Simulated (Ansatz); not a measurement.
A 2-atom cell of ZnSe started from a crystallographic database, relaxed with r2SCAN in Ansatz. Space group F-43m (No. 216), cubic; conventional cell a = 5.665 Å, 22.72 Å³ an atom. Zn has 4 Se at 2.45 Å; Se has 4 Zn at 2.45 Å.

The axes x, y and z are those of this cell:
```xyz
2
Lattice="0.0000 2.8324 2.8324 2.8324 0.0000 2.8324 2.8324 2.8324 0.0000" Properties=species:S:1:pos:R:3 pbc="T T T"
Zn    0.0000    0.0000    0.0000
Se    1.4162    1.4162    1.4162
```

Unstrained: The PBE gap is direct at Γ: 1.294 eV. r2SCAN gives a direct gap of 1.869 eV at Γ. HSE06 gives a direct gap of 2.422 eV at Γ. Meshes: PBE 8×8×8, r2SCAN 8×8×8, HSE06 6×6×6. Strains are changes of length per length, and xy shears are angles. After each strain the atoms were relaxed again with r2SCAN within the symmetry that the strain leaves, so tilts or polar shifts that break it weren't tested; points keep the names that they have in the unstrained zone. The values are computed, spin-unpolarised, and not measurements.

Problem. Apply xy shear, engineering strain (angle) -1.25 %. How far does the gap move, against the unstrained cell?

Solution. PBE: the gap goes from 1.294 to 1.256 eV (-0.038 eV); with r2SCAN the top three valence levels at Γ, degenerate before, become 1+1+1 from the top over 74 meV. r2SCAN: the gap goes from 1.869 to 1.830 eV (-0.039 eV). HSE06: the gap goes from 2.422 to 2.381 eV (-0.041 eV). The r2SCAN energy rises by 0.5 meV an atom.

Problem. One strain changed the r2SCAN stress by xx +4.72, yy +4.72, zz +4.72 GPa (compression positive) and the gap by +0.258 eV (PBE), +0.276 eV (r2SCAN), +0.288 eV (HSE06). Which kind of strain was it, and roughly how large?

Solution. Isotropic -2.07 % on every length. The pattern of the stress gives the kind; the size needs the stiffness, so it is an estimate.

Problem. Apply biaxial +4.19 % in x and y, z held. How far does the gap move, against the unstrained cell?

Solution. PBE: the gap goes from 1.294 to 0.883 eV (-0.411 eV); with r2SCAN the top three valence levels at Γ, degenerate before, become 1+2 from the top over 134 meV. r2SCAN: the gap goes from 1.869 to 1.432 eV (-0.437 eV). HSE06: the gap goes from 2.422 to 1.961 eV (-0.461 eV). The r2SCAN energy rises by 32.2 meV an atom.

Problem. Apply epitaxial -5.02 % in the xy plane, free normal strain +5.69 %. How far does the gap move, against the unstrained cell?

Solution. PBE: the gap goes from 1.294 to 1.271 eV (-0.023 eV); with r2SCAN the top three valence levels at Γ, degenerate before, become 2+1 from the top over 520 meV. r2SCAN: the gap goes from 1.869 to 1.856 eV (-0.013 eV). HSE06: the gap goes from 2.422 to 2.409 eV (-0.013 eV). The r2SCAN energy rises by 32.7 meV an atom.

Spin-orbit coupling is left out.

The meshes of the hybrids are coarse, so their gaps aren't converged to the digits shown.

The splittings at Γ are without spin-orbit coupling, which regroups them where it is of like size or larger.
